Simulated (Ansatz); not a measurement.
# GaP: a line through an energy map

An exercise on one series of results from a longer session: the logs are not shown, and one member is left open.

Program: Ansatz 0.2.0. Level of theory: DFT PBEsol, scalar-relativistic, plane waves, PAW. These are calculated values, not measurements.

15 further runs of the same task are left out: 15 set aside as unsound or not needed.

**The system as given**

Symmetry: F-43m, No. 216, cubic system. Conventional cell: a = 5.439 Å, b = 5.439 Å, c = 5.439 Å, α = 90.00°, β = 90.00°, γ = 90.00°. Ga (site symmetry -43m) is surrounded by 4 P at 2.36 Å. Around P (site symmetry -43m) lie 4 Ga at 2.36 Å.

Coordinates:

```
CELL_PARAMETERS angstrom
0.00000 2.71944 2.71944
2.71944 0.00000 2.71944
2.71944 2.71944 0.00000
ATOMIC_POSITIONS crystal
Ga 0.00000 0.00000 0.00000
P 0.75000 0.75000 0.75000
```

This cell was relaxed beforehand with the same method: volume 20.11 Å³/atom, gap on the mesh 1.50 eV.

**Plan of the line**

The energy is mapped over volume and the cell's shape.

First coordinate, volume per atom: 7 values from 18.50 to 21.72 Å³. Second coordinate, c/a of the conventional cell: 7 values from 0.923 to 1.083.

Nothing else is relaxed (symmetry fixes all fractional coordinates). Energies count from the relaxed crystal. Points are written as (first, second).

Set-up of the first run:

The input, input.yaml:

```yaml
crystal:
  lattice:
    - [0.0, 2.5523787317, 2.6923826283]
    - [2.6923826283, 0.0, 2.6923826283]
    - [2.6923826283, 2.5523787317, 0.0]
  atoms:
    - { symbol: Ga, position: [0.0, 0.0, 0.0] }
    - { symbol: P, position: [0.75, 0.75, 0.75] }
basis:
  ecutwfc: 420
kpoints:
  mp_grid: { grid: [10, 10, 10] }
hamiltonian:
  xc: pbesol
  pseudopotentials: { kind: paw, azcp: { folder: soft_1 } }
scf:
  occupations: { method: gaussian, width: 0.05 }
output:
  forces: true
  stress: true
  eigenvalues: true
```

Run with:

```sh
> ansatz run input.yaml --threads 1 --pin off --max-ram 2048MiB --backend cpu --events-out ev --progress --plain --runs-dir out
```

Steps of the session up to this table: The run at (18.50 Å³, 0.948); The run at (19.57 Å³, 0.948); Point (20.11 Å³, 0.948); The run at (20.65 Å³, 0.948); Grid point (21.18 Å³, 0.948); Grid point (21.72 Å³, 0.948).

One of the session's tables, all rows but one given; the rest of the session is left out.

It belongs to the step «The line in numbers». 

| volume per atom (Å³) | energy (meV/atom) | slope (meV/atom per Å³) | pressure (GPa) | band gap on the k-mesh (eV) |
| --- | --- | --- | --- | --- |
| 18.50 | 47.2 | −53 | 8.4 | 0.79 |
| 19.04 | 24.6 | −32 | 5.2 | 0.85 |
| 19.57 | 12.1 | −15 | 2.4 | 0.92 |
| 20.11 | 8.3 | 0 | −0.1 | 0.97 |
| 20.65 | 12.1 | 13 | −2.2 | 1.02 |
| 21.18 | ? | ? | ? | ? |
| 21.72 | 38.4 | 35 | −5.5 | 0.98 |

Estimate the missing values for volume per atom (Å³) = 21.18.

Worked estimate for «energy (meV/atom)». A straight line through the neighbours (20.65, 12.1) and (21.72, 38.4) gives 12.1 + (38.4 − 12.1) × (21.18 − 20.65) / (21.72 − 20.65) = 25.1; a parabola fitted to 3 rows on both sides gives 22.0.

As computed: energy (meV/atom): 22.5; slope (meV/atom per Å³): 25; pressure (GPa): −4.0; band gap on the k-mesh (eV): 1.07. In «energy (meV/atom)» the line misses by +2.6 and the parabola by -0.5.

Energies count from the relaxed crystal. Rows without a step come from runs not printed here or follow by symmetry.

The lowest point of the line is at 20.11 Å³, 8.3 meV/atom from the zero. V·d²E/dV² there is about 85 GPa, a bulk modulus under this line's constraint. The highest point computed, at 18.50 Å³, lies 38.9 meV/atom above the lowest.

Caveats from the session: Warnings in the runs' records: pseudo functional mismatch.
